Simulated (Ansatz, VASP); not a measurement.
## Cross-check of Al35PtN36 (Pt_Al) between VASP and Ansatz

One calculation is typed for both programs; each brings its own data sets. How far apart do they land? The cell is taken from a series of runs on this material, whose earlier steps may have relaxed, scaled, displaced or heated it; both programs get it as it stands.

Method: plane waves, with VASP 6.6.1 beside it; r2SCAN, in Ansatz 0.2.0.

## (1) Set-up

The cell holds 72 atoms: 35 Al, 36 N and 1 Pt. Its edges and angles: a = 9.320 Å, b = 9.320 Å, c = 9.956 Å, α = 90.0°, β = 90.0°, γ = 120.0°. It derives from AlN (AlN (P6_3mc)). Nearest the centre at fractional (0.444, 0.556, 0.500): Pt72 at 0.05 Å, N52 at 2.07 Å, N40 at 2.09 Å, N55 at 2.10 Å, N56 at 2.11 Å, N53 at 3.07 Å, Al18 at 3.10 Å, Al5 at 3.11 Å.

Coordinates:

```xyz
72
Lattice="9.3196 0.0000 0.0000 -4.6598 8.0710 0.0000 0.0000 0.0000 9.9565" Properties=species:S:1:pos:R:3 pbc="T T T"
Al    1.5549    0.9014    2.4814
Al   -0.0077    1.7662    4.9845
Al    1.5507    0.9012    7.4630
Al   -0.0041    1.7867    9.9523
Al   -0.0170    3.5780    2.4533
Al   -1.5767    4.4927    4.9837
Al   -0.0424    3.5693    7.4987
Al   -1.5668    4.4932    9.9540
Al   -1.5502    6.2831    2.4825
Al   -3.0984    7.1797    4.9683
Al   -1.5547    6.2826    7.4631
Al   -3.1061    7.1801    9.9514
Al    4.6574    0.9035    2.4889
Al    3.1049    1.7881    4.9753
Al    4.6585    0.9067    7.4576
Al    3.1050    1.7903    9.9485
Al    3.1244    3.5877    2.4381
Al    3.1226    3.5796    7.4893
Al    1.5459    4.4904    9.9463
Al    1.5621    6.3081    2.4431
Al   -0.0076    7.1956    4.9778
Al    1.5489    6.3149    7.4925
Al   -0.0098    7.1880    9.9509
Al    7.7685    0.9009    2.4913
Al    6.2144    1.7999    4.9640
Al    7.7576    0.9022    7.4627
Al    6.2100    1.8000    9.9546
Al    6.2110    3.5961    2.4894
Al    4.6741    4.5033    4.9758
Al    6.2043    3.5890    7.4601
Al    4.6667    4.4964    9.9466
Al    4.6648    6.2860    2.4793
Al    3.1328    7.2015    4.9790
Al    4.6591    6.2844    7.4607
Al    3.1157    7.1871    9.9472
N     1.5522    0.8998    4.3810
N     0.0042    1.7838    1.8809
N     1.5491    0.9011    9.3552
N    -0.0040    1.7914    6.8806
N    -0.1670    3.4795    4.3280
N    -1.5599    4.4938    1.8845
N    -0.0183    3.5859    9.3886
N    -1.5605    4.4864    6.8785
N    -1.5497    6.2828    4.3821
N    -3.0993    7.1789    1.8909
N    -1.5578    6.2851    9.3561
N    -3.1038    7.1782    6.8664
N     4.6519    0.9072    4.3832
N     3.1077    1.7874    1.8768
N     4.6569    0.9068    9.3522
N     3.1043    1.8011    6.8727
N     3.2557    3.5170    4.3000
N     1.5515    4.4902    1.9044
N     3.1075    3.5919    9.3821
N     1.5312    4.4848    7.0717
N     1.5764    6.4881    4.3069
N    -0.0063    7.1852    1.8809
N     1.5494    6.2965    9.3845
N     0.0004    7.1811    6.8745
N     7.7668    0.9037    4.3825
N     6.2152    1.7988    1.8963
N     7.7577    0.9060    9.3548
N     6.2118    1.7983    6.8660
N     6.2062    3.5991    4.3836
N     4.6739    4.4993    1.8738
N     6.2071    3.5915    9.3538
N     4.6537    4.4884    6.8736
N     4.6681    6.2909    4.3790
N     3.1269    7.1860    1.8733
N     4.6605    6.2874    9.3520
N     3.1064    7.1789    6.8772
Pt    1.5314    4.5118    5.0148
```

## (2) Ansatz: single point, r2SCAN

Ansatz runs on its PAW soft_1 files.

With cell and atoms fixed, the geometry can't cause a difference; cores, projectors, grids and the points listed under the comparison can.

Input file input.yaml:

```yaml
crystal:
  checkpoint: "../q0_M1.relax.run"
  host: checkpoint
basis:
  ecutwfc: 500
  xc_grid: 2
hamiltonian:
  xc: r2scan
  pseudopotentials: { kind: paw, azcp: { folder: soft_1 } }
kpoints:
  mp_grid: { grid: [2, 2, 2], shift: [0.5, 0.5, 0.5] }
magnetization:
  spin_polarized: true
  initial_magnetization: 1
  spin_locking: { lock_magnetization: hard }
scf:
  occupations: { method: fermi_dirac, width: 0.01 }
  max_iter: 100
output:
  forces: true
  eigenvalues: true
  charged_corrections:
    epsilon: [4.49, 4.49, 4.72]
    static_epsilon: [8.15, 8.15, 9.65]
    defect_position: [0.444444, 0.555556, 0.499602]
  eigenstates: { localisation: true }
  populations: true
  efg: {}
checkpoint:
  read: "../q0_M1.relax.run"
  write: "../q0_M1.point.run"
  compress: false
  write_wavefunctions: false
  write_every: 100000
```

Started as:

```bash
ansatz run input.yaml --threads 4 --pin off --max-ram 7536MiB --backend cpu --events-out ev --progress --plain --runs-dir out
```

Numbers of over 12 decimals in the logs are rounded to 6 here.

The log of the run:

```text
Warning: This run holds its total moment fixed (magnetization.spin_locking.lock_magnetization: hard) and mixes its density by anderson or broyden (scf.mixing.algorithm, typed or taken by auto). Slabs with a fixed moment have converged under broyden above another state at the same moment, at the default mixing steps and at smaller ones, and under scf.lower_state_search: standard, light or off a state that such a mixer [...]
crystal.checkpoint: the structure is that of <dir>, a `relax` run, at its step 7: its result, under r2scan at a charge of 0 e; 72 atoms read, 0 with a starting moment; crystal.structure_sha256 for this input is
Pt: output.efg is read without spin–orbit coupling, which moves field gradients at and beside such atoms by some per cent and up to a factor of two; PAW files take it under magnetization.noncollinear and magnetization.spin_orbit
Engine: ansatz 0.2.0, aarch64-unknown-linux-gnu
Pseudopotentials: kind: paw
Pseudopotential: Al, paw, valence charge 3, recommended cutoff 500 eV (meta_gga), soft_1/Al.paw.azcp
Pseudopotential: N, paw, valence charge 5, recommended cutoff 500 eV (meta_gga), soft_1/N.paw.azcp
Pseudopotential: Pt, paw, valence charge 18, recommended cutoff 500 eV (meta_gga), soft_1/Pt.paw.azcp
Functional definition: r2SCAN
  parameter k0 = 0.174
  parameter k1 = 0.065
  parameter a1 = 4.9479
  exchange = r2scan_x(k0 = k0, k1 = k1, a1 = a1)
  correlation = r2scan_c
Crystal: 72 atoms, lattice volume = 748.907 Å³
Basis set: ecut = 500 eV, 18913 PW (Γ), exchange–correlation on 144×144×150 points (8 copies of the dense FFT grid, shifted against one another)
Bands: 224, of which v1, the nominal top of the filled ones, is band 152 counted from 1 (151 counted from 0)
Symmetry: 1 space group operations
Space group: P1 (ITA 1), of the structure as read, at distance tolerance 9.1e-5 Å
Magnetic group: BNS 1.1 (UNI 1), of the structure as read, at distance tolerance 9.1e-5 Å
k-points: 4 of 8 (time reversal used)
Non-local potential: Al, projectors of the file, l = 0: 2, l = 1: 2, l = 2: 1
Non-local potential: N, projectors of the file, l = 0: 2, l = 1: 2, l = 2: 1
Non-local potential: Pt, projectors of the file, l = 0: 3, l = 1: 2, l = 2: 2, l = 3: 1
PAW form: soft (Blöchl's): semilocal exchange-correlation on the pseudo side does not see the compensation charge
PAW frozen core: Al, regenerated for the run's functional (the file was generated under x = pbe(κ = 0.804, μ = 0.219515), c = pbe(β = 0.066725))
PAW frozen core: N, regenerated for the run's functional (the file was generated under x = pbe(κ = 0.804, μ = 0.219515), c = pbe(β = 0.066725))
PAW frozen core: Pt, regenerated for the run's functional (the file was generated under x = pbe(κ = 0.804, μ = 0.219515), c = pbe(β = 0.066725))
PAW one-centre angular grid: Al, 302 points (default); XC on 160 Gauss nodes
PAW one-centre angular grid: N, 302 points (default); XC on 160 Gauss nodes
PAW one-centre angular grid: Pt, 590 points (default); XC on 160 Gauss nodes
Initial density: read from a saved state, or passed on in memory by an earlier SCF of this step, an earlier step, the calling program or the single point that the run made first
Stability of the state it starts from, as read at its close in the collinear treatment: not read, because the mixer in use, unlike msr1, does not test its closes by its own steps (another_mixer); its run was given moments
Starting moments: Σ|m| = 1 μB on 72 of 72 sites; this step starts from the density that it was given
Initial wavefunctions: pseudopotential atomic-orbital guess — the wavefunctions supplied were not used: k-point sampling differs
Functional: x = r2scan, c = r2scan; τ floored in thin density (d = 2e-4 eV/Å³)
iter 1 solved again at ethr=8.09e-6 eV; its pass at ethr=3.10e-3 eV (dr2=2.45e-2 eV) is discarded
SCF iter   1: F=—  HF=-45415.230951 eV  |F-HF|=—  |Δ(HF+E_count)|=         —  Δρ=1.18e-3 (↑1.18e-3 ↓1.00e-3)  dr2=2.26e-2  dr2_τ=4.77e-4  dr2_m=7.66e-4  M=1.000 μB ∫|m|=2.258 μB  β_m=1.20  ethr=8.09e-6  ⟨swp⟩=7.2  Hψ=12741  notcnv=0
preconditioner: auto → Resta (q_TF=auto, 2.346 Å⁻¹)  ε∞=3.7  [insulator: Δε(μ)=0.667 eV  Ē_g=14.054 eV  σ=0.010 eV  W_gap=1.00  n_scr=162 (ndim 8)  ℏωp=23.3 eV  f_vac=0.000  D(μ)=0.00/eV (n_scr^D=0)  ε∞_Penn≈3.7]
spin=Collinear: Resta preconditioning applied to the charge; magnetization (m = ρ↑ − ρ↓) channel mixes plain (no charge-response kernel on spin).
[...]
k-point 1 ↑: bands = [... 148 lower, 7.3607, 7.4540, 8.3816, 8.5659, 9.3173, 13.0641, 13.2266, 13.2623, ... 68 higher]
  k-point 2 ↑: bands = [... 148 lower, 7.3605, 7.4356, 8.4234, 8.6350, 9.4318, 12.6024, 13.0941, 13.3381, ... 68 higher]
  k-point 3 ↓: bands = [... 148 lower, 7.4667, 7.5589, 8.6655, 9.5457, 9.6217, 12.6805, 13.1550, 13.3832, ... 68 higher]
--- Löwdin populations: 72 sites ---
  site symbol       q [e]    m [muB]
     0     Al      1.8620     0.0001
     1     Al      1.8835     0.0049
     2      N      6.0708     0.0028
     3      N      6.0718    -0.0019
     4     Al      1.8636     0.0003
     5     Al      1.8636     0.0002
     6      N      6.0693     0.0002
     7      N      6.0703     0.0012
     8     Al      1.8788    -0.0026
     9     Al      1.8875     0.0063
    10      N      5.9803    -0.2350
    11      N      6.0710    -0.0009
    12     Al      1.8769     0.0027
    13     Al      1.8640     0.0002
    14      N      6.0704     0.0155
    15      N      6.0702     0.0020
    16     Al      1.8627     0.0001
    17     Al      1.8668    -0.0001
    18      N      6.0695     0.0049
    19      N      6.0691     0.0006
    20     Al      1.8632     0.0004
    21     Al      1.8635    -0.0000
    22      N      6.0689     0.0002
    23      N      6.0679     0.0000
[...]
64     Al      1.8618     0.0003
    65     Al      1.8843    -0.0092
    66      N      6.0710    -0.0043
    67      N      6.0727     0.0057
    68     Al      1.8642    -0.0003
    69     Al      1.8639     0.0003
    70      N      6.0698     0.0012
    71      N      6.0690    -0.0028
  spilling = 0.008298 (of n_electrons = 303.000000)
```

## (3) VASP: single point, r2SCAN

The same cell, functional, mesh and smearing now go to VASP, with its own data sets.

Lines of VASP's logs that name or quote its potential files are left out, and so is its time.

Input file INCAR:

```
SYSTEM = Al35PtN36
PREC = Accurate
ENCUT = 580
EDIFF = 1E-06
NELM = 200
ISMEAR = -1
SIGMA = 0.01
LREAL = Auto
ALGO = Normal
METAGGA = R2SCAN
LASPH = .TRUE.
NBANDS = 200
ISPIN = 2
MAGMOM = 0 0 0 0 0 0 -0 0 0 0 0 0 -0 0 0 0 0 0 0 0 0 0 0 0 -0 -0 0 0 -0 -0 0 -0 -0 0 0 0 -0 0 0 -0.13 -0 0.01 0 0 0 0 0 0.02 0 0 0 0.17 0.01 0 0.08 0.15 0 0 0 -0.01 -0 0 -0 -0 0 0 -0 -0 0 0 -0 0.35
LMAXMIX = 4
LORBIT = 11
LWAVE = .FALSE.
LCHARG = .FALSE.
ISIF = 2
ISYM = 0
NUPDOWN = 1
GGA_COMPAT = .FALSE.
LMIXTAU = .TRUE.
KPAR = 4
```

Input file POSCAR:

```
Al35PtN36
1.0
    9.3195655359      0.0000000860      0.0000000000
   -4.6597828424      8.0709804634      0.0000000000
    0.0000000000      0.0000000000      9.9564777190
Al N Pt
35 36 1
Direct
    0.2226826485      0.1116851056      0.2492228940
    0.1085888732      0.2188305149      0.5006240181
    0.2222234289      0.1116581428      0.7495671525
    0.1102432438      0.2213758177      0.9995842288
    0.2198341798      0.4433173660      0.2464039365
    0.1091442052      0.5566467300      0.5005451874
    0.2165687750      0.4422377576      0.7531473820
    0.1102383300      0.5567082810      0.9997483408
    0.2228962690      0.7784761133      0.2493349856
    0.1123233213      0.8895679060      0.4990057543
    0.2223834359      0.7784189581      0.7495679781
    0.1115211180      0.8896207289      0.9994863399
    0.5557195330      0.1119466405      0.2499746600
    0.4439379563      0.2215514919      0.4997095906
    0.5560333123      0.1123405042      0.7490207876
    0.4440728938      0.2218162222      0.9992001924
    0.5575089582      0.4445133905      0.2448784219
    0.5568175811      0.4435102758      0.7522038110
    0.4440560951      0.5563663138      0.9989784026
    0.5583964551      0.7815722758      0.2453735319
    0.4449480234      0.8915365454      0.4999533560
    0.5574086263      0.7824240208      0.7525276217
    0.4442444393      0.8905979580      0.9994436646
    0.8893852037      0.1116223218      0.2502212550
    0.7783188550      0.2230134290      0.4985716606
    0.8882944811      0.1117850079      0.7495286448
    0.7778563360      0.2230253830      0.9998075021
    0.8892216929      0.4455579807      0.2500311232
    0.7805129041      0.5579638360      0.4997503083
    0.8880697734      0.4446779713      0.7492688522
    0.7792959410      0.5571008944      0.9990128665
    0.8899543617      0.7788417488      0.2490160969
    0.7822910151      0.8922733790      0.5000736177
    0.8892469883      0.7786417576      0.7493292978
    0.7795575967      0.8904878333      0.9990636103
    0.2222970724      0.1114830693      0.4400170413
    0.1109581614      0.2210099146      0.1889074236
    0.2220448317      0.1116468272      0.9396102363
    0.1105526454      0.2219585442      0.6910674948
    0.1976397403      0.4311122451      0.4346886705
    0.1110149366      0.5567878522      0.1892701241
    0.2201807671      0.4442921102      0.9429662972
    0.1104935006      0.5558728817      0.6908608786
    0.2229392120      0.7784428334      0.4401302441
    0.1121767019      0.8894705892      0.1899157912
    0.2222141906      0.7787332192      0.9396979581
    0.1116518508      0.8893783580      0.6896448913
    0.5553576190      0.1124050113      0.4402362252
    0.4441898744      0.2214658438      0.1885049602
    0.5558642267      0.1123555764      0.9393077409
    0.4446768559      0.2231621357      0.6902766233
    0.5672278300      0.4357648659      0.4318810445
    0.4446400366      0.5563344752      0.1912715191
    0.5559574489      0.4450417045      0.9423114571
    0.4421337658      0.5556639901      0.7102648051
    0.5710870433      0.8038803531      0.4325702349
    0.4444489327      0.8902514286      0.1889130540
    0.5563207263      0.7801348198      0.9425522269
    0.4449204391      0.8897450081      0.6904500692
    0.8893728060      0.1119676935      0.4401631737
    0.7783354062      0.2228670735      0.1904586050
    0.8885367105      0.1122540673      0.9395715770
    0.7779393024      0.2228105111      0.6895973383
    0.8888947112      0.4459267707      0.4402742113
    0.7802532177      0.5574682536      0.1881977200
    0.8885231420      0.4449944089      0.9394725178
    0.7774072062      0.5561183460      0.6903596523
    0.8906123482      0.7794419418      0.4398181122
    0.7806953585      0.8903555097      0.1881502091
    0.8895895075      0.7790152680      0.9392835367
    0.7780547794      0.8894762809      0.6907255126
    0.4438210892      0.5590093730      0.5036689172
```

Input file KPOINTS:

```
Points of the shifted mesh
8
Reciprocal
 0.2500000000  0.2500000000  0.2500000000 1
 0.2500000000  0.2500000000  0.7500000000 1
 0.2500000000  0.7500000000  0.2500000000 1
 0.2500000000  0.7500000000  0.7500000000 1
 0.7500000000  0.2500000000  0.2500000000 1
 0.7500000000  0.2500000000  0.7500000000 1
 0.7500000000  0.7500000000  0.2500000000 1
 0.7500000000  0.7500000000  0.7500000000 1
```

PAW data sets: Al, N and Pt (PBE family, release 64).

Started as:

```bash
mpirun -np 8 vasp_std
```

The log of the run:

```text
[banner, memory and clock lines left out]
running    8 mpi-ranks, on    1 nodes
[...]
|                                                                             |
|           W    W    AA    RRRRR   N    N  II  N    N   GGGG   !!!           |
|           W    W   A  A   R    R  NN   N  II  NN   N  G    G  !!!           |
|           W    W  A    A  R    R  N N  N  II  N N  N  G       !!!           |
|           W WW W  AAAAAA  RRRRR   N  N N  II  N  N N  G  GGG   !            |
|           WW  WW  A    A  R   R   N   NN  II  N   NN  G    G                |
|           W    W  A    A  R    R  N    N  II  N    N   GGGG   !!!           |
|                                                                             |
|     For optimal performance we recommend to set                             |
|       NCORE = 2 up to number-of-cores-per-socket                            |
|     NCORE specifies how many cores store one orbital (NPAR=cpu/NCORE).      |
|     This setting can greatly improve the performance of VASP for DFT.       |
[...]
|                                                                             |
|     You enforced a specific xc type in the INCAR file but a different       |
|     [... a line on the potential file left out ...]
|     I HOPE YOU KNOW WHAT YOU ARE DOING!                                     |
|                                                                             |

 LDA part: xc-table for (None), standard interpolation
 POSCAR, INCAR and KPOINTS ok, starting setup
[...]
entering main loop
       N       E                     dE             d eps       ncg     rms          rms(c)
DAV:   1     0.118009348788E+04    0.11801E+04   -0.15217E+05  6400   0.151E+03
DAV:   2    -0.735805243944E+03   -0.19159E+04   -0.18295E+04  7912   0.304E+02
DAV:   3    -0.888478086875E+03   -0.15267E+03   -0.15139E+03  7800   0.926E+01
DAV:   4    -0.890928967946E+03   -0.24509E+01   -0.24413E+01  7656   0.123E+01
[...]
DAV:  21    -0.728824469917E+03    0.17879E-05   -0.23935E-06  4496   0.380E-03    0.360E-03
DAV:  22    -0.728824468843E+03    0.10736E-05   -0.13612E-06  3928   0.258E-03    0.197E-03
DAV:  23    -0.728824469036E+03   -0.19340E-06   -0.14001E-07  3768   0.112E-03
   1 F= -.72882447E+03 E0= -.72882447E+03  d E =-.288572E-11  mag=     1.0000
```

Parts of OUTCAR (step 3):

```text
  FREE ENERGIE OF THE ION-ELECTRON SYSTEM (eV)
  ---------------------------------------------------
  free  energy   TOTEN  =      -728.8244690365 eV

  energy  without entropy=     -728.8244690365  energy(sigma->0) =     -728.82446904

 magnetization (x)
# of ion       s       p       d       tot
------------------------------------------
    1        0.000   0.000   0.000   0.000
    2        0.002   0.003   0.000   0.005
    3        0.000   0.000   0.000   0.000
    4        0.000   0.000   0.000   0.000
    5        0.002   0.002   0.000   0.003
    6        0.002   0.002   0.000   0.004
    7       -0.001  -0.000   0.000  -0.002
    8        0.000   0.000   0.000   0.000
    9        0.000   0.000   0.000   0.000
   10       -0.000   0.000   0.000  -0.000
   11        0.000   0.000   0.000   0.000
   12        0.000   0.000   0.000   0.000
   13       -0.000  -0.000   0.000  -0.000
[...]
--------------------------------------------------
tot          0.027   0.363   0.411   0.801
```

The run ends at a pressure of 1.97 GPa, with forces up to 0.25 eV/Å.

## (4) Side by side

Known differences besides the potentials themselves: VASP starts from the moments at which Ansatz ended; VASP keeps PBE cores, Ansatz makes them for the functional; the data sets hold 303 valence electrons in Ansatz (on its PAW soft_1 files) and 295 in VASP; the cutoff is 500 eV in Ansatz and 580 eV in VASP (PREC = Accurate, projectors in real space); site moments are counted in spheres of each program's own size. Total energies have different zeros and are not compared.

Compared:

```tsv
quantity	Ansatz	VASP	difference
total moment, fixed by the input (μB)	1.00	1.00	0.00
moment on Pt72 (μB)	0.35	0.48	-0.13
moment on N52 (μB)	0.17	0.17	0.00
moment on N56 (μB)	0.15	0.15	0.00
moment on N40 (μB)	-0.13	-0.13	0.00
moment on N55 (μB)	0.08	0.07	0.00
```

Forces on 7 of the 72 atoms, those with the largest forces and the largest differences (eV/Å; atoms numbered as in POSCAR):

```tsv
atom	Ansatz x, y, z	VASP x, y, z
Al25	-0.091, 0.053, 0.001	-0.094, 0.055, -0.002
Al33	0.067, -0.051, 0.060	0.067, -0.055, 0.065
N40	-0.090, 0.120, -0.096	-0.124, 0.102, -0.108
N52	0.080, -0.026, 0.050	0.112, -0.052, 0.037
N55	0.014, -0.029, 0.168	0.013, -0.031, 0.246
N56	-0.124, -0.063, -0.110	-0.131, -0.020, -0.123
Pt72	0.090, 0.023, -0.025	0.102, 0.030, -0.048
```

The forces differ by 8.0 meV/Å r.m.s., which is 19.6 % of the r.m.s. force of 0.041 eV/Å (both taken over all components).

## (5) What came out

| Property | Result |
| --- | --- |
| r.m.s. force difference (single point, r2SCAN) | 8.0 meV/Å |

The r.m.s. force difference is 8.0 meV/Å (single point, r2SCAN), within the 12 meV/Å picked in this series as the mark of a large difference. The data sets hold unlike numbers of valence electrons (303 in Ansatz and 295 in VASP), so part of the differences may come from the potentials. How closely two codes agree says nothing of how well the functional describes the real material.

[Lines on the potential files, build, host, timing and source positions are cut from VASP's logs without a mark.]

[Logs are printed without paths, hosts, clocks, repeated set-up lines and the standing remarks that a program may print on its own settings, such as how far it seeks lower states.]

[Hosts, paths, dates, database ids (printed as entryN), source tags and the programs' standing remarks are cut or masked in the printed files.]
